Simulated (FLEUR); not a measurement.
# 3 ML Ni on Cu(001), 3 substrate layers: from one collinear state to anisotropy, part 2 of 2

Wanted: anisotropy for 3 ML Ni on Cu(001), 3 substrate layers, with the cost of each step.

FLEUR MaX-R8.1; PBE; all-electron FLAPW film, Dirac cores, scalar-relativistic bands.

So far. Step 2 (Reference state): After 70 cycles the largest moment stands at 0.799 μB.

**5. Spin–orbit coupling, moments along z**

Level of this step: PBE; all-electron FLAPW film, Dirac cores, scalar-relativistic bands with spin-orbit coupling (FLEUR).

Spin–orbit coupling ties the spins to the lattice and lets orbital moments form.

A new self-consistent run of the start ferro +++, with the moments along z. The k list default-1 (kpts.xml, not shown) is a Γ-centred 25×25×1 mesh.

Input file inp.xml:

```
<?xml version="1.0" encoding="UTF-8" standalone="no"?>
<fleurInput fleurInputVersion="0.39">
   <comment>
      CuNi
   </comment>
   <calculationSetup>
      <cutoffs Kmax="3.66" Gmax="11.0" GmaxXC="11.0" numbands="207"/>
      <scfLoop itmax="150" minDistance="0.00002" maxIterBroyd="15" imix="Anderson" alpha="0.03" precondParam="0.0" spinf="2.0" sdNocoIR="T"/>
      <coreElectrons ctail="T" frcor="F" kcrel="0" coretail_lmax="0"/>
      <xcFunctional name="pbe" relativisticCorrections="F"/>
      <magnetism jspins="2"/>
      <soc l_soc="T" theta="0.0" phi="0.0" spav="F"/>
      <expertModes spex="0" secvar="F"/>
      <geometryOptimization l_f="F" forcealpha="1.0" forcemix="BFGS" epsdisp="0.00001" epsforce="0.00001"/>
      <ldaU l_linMix="F" mixParam="0.05" spinf="1.0"/>
   </calculationSetup>
   <cell>
      <bzIntegration valenceElectrons="87.0" mode="hist" fermiSmearingEnergy="0.00183747">
         <kPointListSelection listName="default-1"/>
         <xi:include xmlns:xi="http://www.w3.org/2001/XInclude" href="kpts.xml"> </xi:include>
      </bzIntegration>
      <xi:include xmlns:xi="http://www.w3.org/2001/XInclude" href="sym.xml"> </xi:include>
      <filmLattice scale="1.0" dVac="22.01" dTilda="24.51">
         <bravaisMatrixFilm>
            <row-1>    4.8305179197025199     0.0000000000000000</row-1>
            <row-2>    0.0000000000000000     4.8305179197025199</row-2>
         </bravaisMatrixFilm>
         <vacuumEnergyParameters vacuum="1" spinUp="-.25" spinDown="-.25"/>
         <vacuumEnergyParameters vacuum="2" spinUp="-.25" spinDown="-.25"/>
      </filmLattice>
   </cell>
   <atomSpecies>
      <species name="Copper (Cu)" element="Cu" atomicNumber="29">
         <mtSphere radius="2.29" gridPoints="757" logIncrement="0.016"/>
         <atomicCutoffs lmax="8" lnonsphr="6"/>
         <electronConfig flipSpins="F">
            <coreConfig>(1s1/2) (2s1/2) (2p1/2) (2p3/2) (3s1/2) (3p1/2) (3p3/2)</coreConfig>
            <valenceConfig>(4s1/2) (3d3/2) (3d5/2)</valenceConfig>
            <stateOccupation state="(4s1/2)" spinUp="0.500000" spinDown="0.500000"/>
         </electronConfig>
         <energyParameters s="4" p="4" d="3" f="4"/>
      </species>
      <species name="Nickel (Ni1.001" element="Ni" atomicNumber="28">
         <mtSphere radius="2.24" gridPoints="741" logIncrement="0.016"/>
         <atomicCutoffs lmax="8" lnonsphr="6"/>
         <electronConfig flipSpins="F">
            <coreConfig>(1s1/2) (2s1/2) (2p1/2) (2p3/2)</coreConfig>
            <valenceConfig>(3s1/2) (3p1/2) (3p3/2) (4s1/2) (3d3/2) (3d5/2)</valenceConfig>
            <stateOccupation state="(3d3/2)" spinUp="1.6" spinDown="1.6"/>
            <stateOccupation state="(3d5/2)" spinUp="2.9005" spinDown="1.8995"/>
         </electronConfig>
         <energyParameters s="4" p="4" d="3" f="4"/>
         <lo type="SCLO" l="0" n="3" eDeriv="0"/>
         <lo type="SCLO" l="1" n="3" eDeriv="0"/>
      </species>
   </atomSpecies>
   <atomGroups>
      <atomGroup species="Copper (Cu)">
         <filmPos label="                   1">.0000000000 .0000000000 -8.3153811577</filmPos>
         <force calculate="T" relaxXYZ="TTT"/>
      </atomGroup>
      <atomGroup species="Copper (Cu)">
         <filmPos label="                   2">1.000/2.000 1.000/2.000 -4.8996682940</filmPos>
         <force calculate="T" relaxXYZ="TTT"/>
      </atomGroup>
      <atomGroup species="Copper (Cu)">
         <filmPos label="                   3">.0000000000 .0000000000 -1.4839985172</filmPos>
         <force calculate="T" relaxXYZ="TTT"/>
      </atomGroup>
      <atomGroup species="Nickel (Ni1.001">
         <filmPos label="                   4">1.000/2.000 1.000/2.000 1.8426537538</filmPos>
         <force calculate="T" relaxXYZ="TTT"/>
      </atomGroup>
      <atomGroup species="Nickel (Ni1.001">
         <filmPos label="                   5">.0000000000 .0000000000 5.0789959123</filmPos>
         <force calculate="T" relaxXYZ="TTT"/>
      </atomGroup>
      <atomGroup species="Nickel (Ni1.001">
         <filmPos label="                   6">1.000/2.000 1.000/2.000 8.3153811577</filmPos>
         <force calculate="T" relaxXYZ="TTT"/>
      </atomGroup>
   </atomGroups>
   <output dos="F" band="F" slice="F">
      <bandDOS minEnergy="-.5*Htr" maxEnergy="0.5*Htr" sigma="0.015" storeEVData="T"/>
      <plotting iplot="0" polar="F">
         <plot TwoD="T" vec1="  1.0  0.0  0.0" vec2="  0.0  1.0  0.0" vec3="  0.0  0.0  1.0" zero="  0.0  0.0 -0.5" file="plot"/>
      </plotting>
      <moessbauerParams electricFieldGradient="F" isomerShift="F" coreHyperfine="F" valenceHyperfine="F"/>
   </output>
</fleurInput>
```

Input file crystal.txt:

```
CuNi
&input film=T cartesian=F /
2.55620000000  0.00000000000  0.00000000000
0.00000000000  2.55620000000  0.00000000000
0.00000000000  0.00000000000  1.00000000000
1.8897261246
1.0 1.0 1.0

6
29 0.00000000000  0.00000000000  -8.31538115768
29 0.50000000000  0.50000000000  -4.89966829400
29 0.00000000000  0.00000000000  -1.48399851720
28 0.50000000000  0.50000000000  1.84265375375 : 1.001
28 0.00000000000  0.00000000000  5.07899591227 : 1.001
28 0.50000000000  0.50000000000  8.31538115768 : 1.001

&soc 0.0000000 0.0000000 /
&kpt div1=25 div2=25 div3=1 gamma=T /
```

Command:

```sh
$ OMP_NUM_THREADS=1 inpgen -f crystal.txt > inpgen.log  # inp.xml is then edited as shown
$ OMP_NUM_THREADS=1 mpirun -n 4 fleur_MPI > fleur.log
```

Log:

```text
[banner, memory and clock lines left out]
Welcome to FLEUR        (www.flapw.de)
      MaX-Release 8.1          (www.max-centre.eu)

 ========== k-point set info ==========
 Selected k-point list: default-1
 k-point list type: mesh
 0 x 0 x 0
 Number of k points: 160

 [... set-up left out ...]
 Iteration:     1   Distance:     109.20996672 me/bohr^3
 Iteration:     2   Distance:     184.06119536 me/bohr^3
 Iteration:     3   Distance:     101.10048769 me/bohr^3
 Iteration:     4   Distance:      66.27069069 me/bohr^3
 Iteration:     5   Distance:      47.26366375 me/bohr^3
 Iteration:     6   Distance:      51.31008048 me/bohr^3
 Iteration:     7   Distance:      48.86871038 me/bohr^3
 Iteration:     8   Distance:      45.41462602 me/bohr^3
 Iteration:     9   Distance:      28.62383992 me/bohr^3
 Iteration:    10   Distance:      42.79420514 me/bohr^3
[... 57 iterations left out ...]
 Iteration:    68   Distance:       0.00010201 me/bohr^3
 Iteration:    69   Distance:       0.00006736 me/bohr^3
 Iteration:    70   Distance:       0.00003448 me/bohr^3
 Iteration:    71   Distance:       0.00003464 me/bohr^3
 Iteration:    72   Distance:       0.00002982 me/bohr^3
 Iteration:    73   Distance:       0.00003861 me/bohr^3
 Iteration:    74   Distance:       0.00002288 me/bohr^3
 Iteration:    75   Distance:       0.00002115 me/bohr^3
 Iteration:    76   Distance:       0.00002087 me/bohr^3
 Iteration:    77   Distance:       0.00001561 me/bohr^3

 ********************************************************************
 Run finished successfully
 Stop message:
   all done
 ********************************************************************

--- out.xml (last complete iteration) ---
<iteration numberForCurrentRun="   77" overallNumber="   77">
         [... left out ...]
         <bandgap value="0.0000000000" units="eV"/>
         <sumValenceSingleParticleEnergies value="-85.7656631255" units="Htr"/>
         <FermiEnergy value="-0.1776014658" units="Htr"/>
         [... left out ...]
         <magneticMomentsInMTSpheres units="muBohr">
            <globalMagMoment atomType="1" vec="0.00000   0.00000  -0.00073"/>
            <globalMagMoment atomType="2" vec="0.00000   0.00000  -0.00389"/>
            <globalMagMoment atomType="3" vec="0.00000   0.00000  -0.00617"/>
            <globalMagMoment atomType="4" vec="0.00000   0.00000   0.48045"/>
            <globalMagMoment atomType="5" vec="0.00000   0.00000   0.66372"/>
            <globalMagMoment atomType="6" vec="0.00000   0.00000   0.76974"/>
         </magneticMomentsInMTSpheres>
         <orbitalMomentsInMTSpheres units="muBohr">
            <globalMagMoment atomType="1" vec="0.00000   0.00000  -0.00005"/>
            <globalMagMoment atomType="2" vec="0.00000   0.00000  -0.00012"/>
            <globalMagMoment atomType="3" vec="0.00000   0.00000   0.00000"/>
            <globalMagMoment atomType="4" vec="0.00000   0.00000   0.03951"/>
            <globalMagMoment atomType="5" vec="0.00000   0.00000   0.06330"/>
            <globalMagMoment atomType="6" vec="0.00000   0.00000   0.07147"/>
         </orbitalMomentsInMTSpheres>
         [... left out ...]
         <totalEnergy value="    -9527.5481136808" units="Htr">
            <sumOfEigenvalues value="    -5537.8397398615">
               <coreElectrons value="-5452.0740767361"/>
               <valenceElectrons value="-85.7656631255"/>
            </sumOfEigenvalues>
         [... left out ...]
            <freeEnergy value="-9527.5498324362"/>
            <extrapolationTo0K value="-9527.5489730585"/>
         </totalEnergy>
         <densityConvergence units="me/bohr^3">
            <chargeDensity spin="1" distance="0.0000044640"/>
            <chargeDensity spin="2" distance="0.0000137792"/>
            <overallChargeDensity distance="0.0000132638"/>
            <spinDensity distance="0.0000156096"/>
         </densityConvergence>
      </iteration>
```

It took 69 min on 4 MPI ranks of Arm Neoverse V2, shared host; peak memory 1.6 GiB.

Spin moment in the muffin-tin sphere by atom:

| atom | spin moment in the muffin-tin sphere (μB) |
| --- | --- |
| Cu1 | -0.001 |
| Cu2 | -0.004 |
| Cu3 | -0.006 |
| Ni4 | 0.480 |
| Ni5 | 0.664 |
| Ni6 | 0.770 |

Numbers from this step:

| Item | Value |
| --- | --- |
| free energy | -259257.8385 eV |
| program's band gap on this mesh (in a metal only a level spacing) | 0 eV |
| magnetization | 1.796 μB |
| final state | ferromagnetic |
| orbital moment along the spin | 0.07147 μB |

Orbital moment in the sphere, along the spin axis by atom:

| atom | orbital moment in the sphere, along the spin axis (μB) |
| --- | --- |
| Cu1 | -0.0001 |
| Cu2 | -0.0001 |
| Cu3 | 0.0000 |
| Ni4 | 0.0395 |
| Ni5 | 0.0633 |
| Ni6 | 0.0715 |

**6. Outcome**

```json
{
 "reference state": "ferromagnetic",
 "largest sphere moment": "0.799 μB",
 "easy direction of those tried": "the plane normal to z",
 "energy along x less z, force theorem": "-0.0889 meV a primitive cell",
 "orbital moment on the atom of largest spin, along its spin (spin–orbit run)": "0.0715 μB"
}
```

In words: By the force theorem the moments prefer the plane normal to z, with no direction in it resolved; shape anisotropy is not in it, and in a film it favours the plane. The difference for the second direction goes from -0.12 meV (mesh 16×16×1, 183 states, 13 min of CPU time) to -0.089 meV (mesh 25×25×1, 183 states, 32 min), so it is not converged. The orbital moment is parallel to the spin, as Hund's third rule has it for a shell over half filled. The state was typed, and no other order was converged beside it, so it need not be the ground state. A substrate of 3 unrelaxed layers is a model; thickness and relaxation can move these numbers.

[Logs and program files are shortened in this print: banners, set-up blocks, solver, clock and traceback lines can be left out without a mark of their own.]

[Logs are printed without paths, hosts, clocks, repeated set-up lines and the standing remarks that a program may print on its own settings, such as how far it seeks lower states.]

[Hosts, paths, dates, database ids (printed as entryN), source tags and the programs' standing remarks are cut or masked in the printed files.]

[Where a cell is said to come from a database of computed structures, the database is the Materials Project.]
